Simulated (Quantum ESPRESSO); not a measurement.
The system is WS2.

```
CELL_PARAMETERS angstrom
0.00000 3.00794 3.00794
3.00794 0.00000 3.00794
3.00794 3.00794 0.00000
ATOMIC_POSITIONS crystal
W 0.00000 0.00000 0.00000
S 0.25000 0.25000 0.25000
S 0.75000 0.75000 0.75000
```

Measurements of this composition are mostly on another form, of space group No. 194.

Alike in all runs: program Quantum ESPRESSO 7.5; functional PBE; potentials or basis GBRV 1.5 PBE; cutoff 762 eV; density cutoff 6095 eV; k mesh 6 × 6 × 6; occupations gaussian, width 0.05 eV; hubbard terms W d U = 2 eV.

Starts and where they ended:

```tsv
start	free energy over the lowest (meV/atom)	net moment (μB)	site or absolute moments (μB)	gap
collinear spin, zero start; state nm spin; fixed moment 0; occupations atomic	303.9	0.00	-	-
no spin polarisation; state nm; occupations atomic	303.9	-	-	none (metal or under the smearing width)
collinear spin, ferromagnetic start of up to 2 μB; state fm; occupations atomic	0.0	1.97	W +1.44; S -0.06	none (metal or under the smearing width)
```

Allowing spin polarisation gains 304 meV/atom. Runs with fixed or held moments lie higher by the price of the constraint. A still lower state may exist.

Caveats: U without spin polarisation on a metal has little footing (some runs); the total moment is fixed, so each spin has its own Fermi level (some runs).
